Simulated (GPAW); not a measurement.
A run of GPAW 26.7.0 is set up as follows.

Contents of run.py:

```python
from ase import Atoms
from ase.dft.bandgap import bandgap
from ase.io import write
from ase.units import GPa
from gpaw import GPAW, PW, setup_paths

setup_paths.insert(0, '.')

atoms = Atoms(['Bi', 'Bi'],
              cell=[[2.2675, 1.3091417354, 3.938],
                    [-2.2675, 1.3091417354, 3.938],
                    [0.0, -2.6182834708, 3.938]],
              scaled_positions=[[0.766, 0.766, 0.766],
                                [0.234, 0.234, 0.234]],
              pbc=True)

calc = GPAW(mode=PW(600),
            xc='PBEsol',
            kpts={'size': (6, 6, 6), 'gamma': True},
            occupations={'name': 'fermi-dirac', 'width': 0.05},
            nbands=25,
            convergence={'density': 1e-05, 'energy': 1e-05},
            maxiter=150,
            txt='gpaw.txt')
atoms.calc = calc
energy = atoms.get_potential_energy()
forces = atoms.get_forces()
stress = atoms.get_stress()
calc.write('gs.gpw')
write('result.traj', atoms)
print(f'Energy: {energy:.6f} eV')
print('Forces (eV/A):')
print(forces.round(4))
print('Stress (GPa):', (stress / GPa).round(3))
print('Fermi level:', round(calc.get_fermi_level(), 4), 'eV')
print(f'Gap: {bandgap(calc)[0]:.4f} eV, direct: {bandgap(calc, direct=True)[0]:.4f} eV')

path = atoms.cell.bandpath('GLB1,BZGX,QFP1Z,LP', npoints=60, eps=1e-4)
bs_calc = calc.fixed_density(kpts=path, symmetry='off', nbands=41,
                             convergence={'bands': 'CBM+6.0', 'eigenstates': 1e-6}, txt='bands.txt')
bs = bs_calc.band_structure()
bs.write('bs.json')
print(f'Gap on the path: {bandgap(bs_calc)[0]:.4f} eV')
```

Potentials or basis: PAW data sets generated in the run's folder for this functional, pw.

Command:

```sh
$ gpaw-setup -f PBEsol Bi
$ OMP_NUM_THREADS=1 python run.py
```

Task: Predict the largest force.

Result: 0.041 eV/Å.

Task: Predict the pressure.

Result: -0.4 GPa.

Task: What does it give for the band gap along the path?

Result: None (metal or under the smearing width).

Levels at the corners of the path, in eV from the Fermi level:
```
point  band 12  band 13  band 14  band 15  band 16  band 17  band 18  band 19
    Γ    -7.21    -1.42    -1.16    -1.16     2.55     3.03     3.03     5.67
    L   -10.35    -1.26    -1.13    -0.20    -0.18     0.58     1.07     7.53
   B1   -10.02    -4.06    -3.97    -0.34     0.84     5.02     5.04     6.13
    B   -10.02    -4.06    -3.97    -0.34     0.84     5.02     5.04     6.13
    Z    -9.74    -0.86    -0.56    -0.56     0.73     0.73     0.83     7.03
    Γ    -7.21    -1.42    -1.16    -1.16     2.55     3.03     3.03     5.67
    X   -10.05    -4.35    -2.44    -2.42     3.06     3.15     4.72     5.99
    Q   -10.05    -4.35    -2.44    -2.42     3.06     3.15     4.72     5.99
    F    -9.25    -4.67    -2.98    -2.87     2.36     5.03     5.50     6.87
   P1    -9.73    -4.42    -2.42    -2.33     2.82     3.57     4.64     6.06
    Z    -9.74    -0.86    -0.56    -0.56     0.73     0.73     0.83     7.03
    L   -10.35    -1.26    -1.13    -0.20    -0.18     0.58     1.07     7.53
    P    -9.73    -4.42    -2.42    -2.33     2.82     3.57     4.64     6.06
```

Caveat: spin-orbit coupling is left out, which moves the levels of the heavy elements.
